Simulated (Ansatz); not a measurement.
# Eu: how well frozen cores do

Does the method matter for Eu? The same cell, functional and mesh are run with full-potential LAPW, PAW on the default files and all-electron PAW on datasets made for the crystal.

Computed with Ansatz 0.2.0 (DFT PBE, scalar-relativistic, unless a step's input says otherwise).

1 further run of the same task is left out (set aside as unsound or not needed).

## (1) The system as given

It takes space group P6_3/mmc (No. 194, hexagonal). Conventional cell: a = 3.922 Å, b = 3.922 Å, c = 6.292 Å, α = 90.00°, β = 90.00°, γ = 120.00°. Eu (site symmetry -6m2) is surrounded by 12 Eu at 3.88 to 3.92 Å.

Structure file:

```cif
data_structure
_symmetry_space_group_name_H-M 'P 1'
_symmetry_Int_Tables_number 1
_cell_length_a 3.9222
_cell_length_b 3.9222
_cell_length_c 6.2921
_cell_angle_alpha 90.000
_cell_angle_beta 90.000
_cell_angle_gamma 120.000
_cell_volume 83.83
loop_
_atom_site_label
_atom_site_type_symbol
_atom_site_fract_x
_atom_site_fract_y
_atom_site_fract_z
_atom_site_occupancy
Eu1 Eu 0.33333 0.66667 0.25000 1
Eu2 Eu 0.66667 0.33333 0.75000 1
```

The structure (hcp type) was typed from a prototype and relaxed by PAW; whether it is the ground state wasn't tested.

Atoms are numbered in the order of the input: Eu1, Eu2.

## (2) Full-potential LAPW

input.yaml reads:

```yaml
crystal:
  lattice:
    - [3.9221976069, 0.0, 0.0]
    - [-1.9610988034, 3.3967227662, 0.0]
    - [0.0, 0.0, 6.2920537911]
  atoms:
    - { symbol: Eu, position: [0.3333333333, 0.6666666667, 0.25], spin: 7.0 }
    - { symbol: Eu, position: [0.6666666667, 0.3333333333, 0.75], spin: 7.0 }
magnetization:
  spin_polarized: true
kpoints:
  mp_grid: { grid: [12, 12, 6] }
  band_path:
    path:
      - [0.0, 0.0, 0.0]
      - [0.5, 0.0, 0.0]
      - [0.3333333333, 0.3333333333, 0.0]
      - [0.0, 0.0, 0.0]
      - [0.0, 0.0, 0.5]
      - [0.5, 0.0, 0.5]
      - [0.3333333333, 0.3333333333, 0.5]
      - [0.0, 0.0, 0.5]
      - [0.5, 0.0, 0.5]
    npoints: 8
scf:
  occupations: { method: fermi_dirac, width: 0.05 }
hamiltonian:
  xc: pbe
  pseudopotentials: { kind: all_electron, lapw: { basis_error: 0.00025 } }
output:
  forces: true
  stress: true
  eigenvalues: true
  populations: true
  dos: { projected: true, de: 0.2, e_range: [-14, 8] }
```

## (3) PAW on the default files

input.yaml: that of step 2 with these lines changed.

```diff
@@ -28,3 +28,3 @@
   xc: pbe
-  pseudopotentials: { kind: all_electron, lapw: { basis_error: 0.00025 } }
+  pseudopotentials: { kind: paw }
 output:
@@ -33,3 +33,5 @@
   eigenvalues: true
+  efg: { contact_densities: true }
   populations: true
+  bader: true
   dos: { projected: true, de: 0.2, e_range: [-14, 8] }
```

## (4) All-electron PAW on datasets made for the crystal

input.yaml: that of step 3 with these lines changed.

```diff
@@ -28,3 +28,3 @@
   xc: pbe
-  pseudopotentials: { kind: paw }
+  pseudopotentials: { kind: all_electron, datasets: crystal }
 output:
@@ -34,4 +34 @@
   efg: { contact_densities: true }
-  populations: true
-  bader: true
-  dos: { projected: true, de: 0.2, e_range: [-14, 8] }
```

(Steps that only read results are left out.)

What does the calculation give? Wanted: pressure; gap; spin moments; Bader charges.

The runs gave:

```
           quantity                                           value
           pressure  LAPW 0.11, PAW 0.04, crystal datasets 0.11 GPa
         gap (LAPW)                                            none
spin moments (LAPW)                                     Eu1 7.34 μB
Bader charges (PAW)                                     Eu1 +0.00 e
```

What this shows: The pressure is within half a GPa of zero, so the volume is close to equilibrium at this level. Bands cross the Fermi level: the crystal is a metal at this level. Eu 5d carries the largest share, 67 %, of the projected states within 0.3 eV of the Fermi level. The projection holds only the free atom's occupied shells (Eu 6s, Eu 5d, Eu 4f in this range). PAW lies -0.06 GPa from LAPW in pressure. Site moments are counted in spheres whose radii differ between the methods. The price, with the outputs that each input asks for: 1.9 min for LAPW against 45 s for PAW, about 2.6 to one. Other magnetic orders may lie lower; this is the state that the run reached. Spin-orbit coupling is left out, though the cell holds Eu; in elements this heavy it can shift bands and gaps by tenths of an eV. No U acts on the open 4f shell, so gap, moments and field gradients hold for the method alone: without a U such a shell tends to sit at the Fermi level.
